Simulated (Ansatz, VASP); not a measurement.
**C in VASP and in Ansatz**

```
C
1.0
     2.10039    0.00000    0.00000
    -1.05019    1.81899    0.00000
     0.00000    0.00000    3.40263
C
2
Cartesian
  0.0000 1.2127 0.8507
  1.0502 0.6063 2.5520
```

Change from the starting cell: shortest bond scaled by 1, PAW files.

Alike in both runs: task electric field gradients; functional PBE; k mesh 16 × 16 × 9; occupations fermi-dirac, width 0.05 eV; no spin polarisation.

|  | VASP | Ansatz |
| --- | --- | --- |
| version | VASP 6.6.1 | Ansatz 0.2.0 |
| potentials or method | VASP PAW PBE potentials, release 64 (C) | PAW with Ansatz's default frozen-core files, scalar-relativistic |
| plane-wave cutoff (eV) | 520 | 420 |
| valence electrons in the cell | 8 | 8 |

Ansatz gave:

```
pressure (GPa)                                                 : 12.4
largest component of the traceless stress (GPa)                : 3.54
Vzz of the field gradient on the site that differs most (V/Å²) : -2.6
```

**Question.** What did VASP give for the same quantities?

**Answer.** Pressure (GPa): 12.7; largest component of the traceless stress (GPa): 3.54; Vzz of the field gradient on the site that differs most (V/Å²): -2.8.

The functional is the same, so the differences come from potentials, cutoffs and numerics.
